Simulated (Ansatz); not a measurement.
## Co (Fm-3m): electronic heat capacity from the density of states

Theory: DFT PBE, scalar-relativistic, plane waves, PAW in Ansatz 0.2.0.

Cutoff 420 eV; k points 20×20×20 on the computed 1-atom cell (Γ-centred); Gaussian smearing, width 0.10 eV; collinear spin from starting moments 1.88 μB.

Relaxed cell: Fm-3m, a = 3.520 Å, b = 3.520 Å, c = 3.520 Å, α = 90.00°, β = 90.00°, γ = 90.00°, 1 atom in the primitive cell. This fcc form isn't the element's structure at ambient conditions.

The density of states at the Fermi level is 1.211 states/eV in the cell of 1 atom (1 formula unit; both spins, tetrahedra on a 30×30×30 mesh). The run ends with a moment of 1.64 μB a cell (largest on a site 1.71 μB), and the figure is for this state; a paramagnetic sample can have a quite different one. Another magnetic order, if the compound takes it, can change N(E_F) and the shape of the cell a good deal.

Q: What Sommerfeld coefficient does this give?

A: Per formula unit N(E_F) = 1.211 states/eV. γ = (π²/3) k_B² N(E_F) N_A = 2.357 mJ/(mol K²) per state/eV, so γ = 2.9 mJ/(mol K²), a mole of formula units. This is the bare band result: a measured γ of the same phase and magnetic order is as a rule larger by a factor 1 + λ from phonons and spin fluctuations. N(E_F) at one energy is sensitive to the mesh where the density of states has sharp peaks.

Only this magnetic start was tried.

Cost: 1 run of about 0.32 core-minutes, on Arm Neoverse V1 (shared hosts).